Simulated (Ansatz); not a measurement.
Results of PBE-D4 (Ansatz, a program for electronic structure, PAW) for rock-salt LiI.

Settings: plane-wave cutoff 520 eV, 10×10×10 k mesh, Fermi–Dirac smearing 0.01 eV, scalar-relativistic PAW data made under PBE.

Equation-of-state points:

```
V (Å³/atom)  E − E_lowest (meV/atom)  P (GPa)
-----------  -----------------------  -------
24.179                          7.61    1.669
24.694                          3.26    1.051
25.208                          0.79    0.498
25.723                          0.00    0.001
26.237                          0.72   -0.444
26.752                          2.80   -0.843
27.266                          6.09   -1.201
```

Question: What bulk modulus B0 and pressure derivative B′ does a third-order Birch–Murnaghan fit give?

Answer: V0 = 25.724 Å³/atom, B0 = 23.5 GPa, B′ = 4.5 (fit to the energies at full precision).

Measured, for comparison: bulk modulus 24 GPa (0 K, extrapolated to 0 K; as tabulated in Doll and Stoll (1998), arXiv:cond-mat/9801031). Computed (rounded) less measured: bulk modulus -2 %.

Spin–orbit coupling is not included.
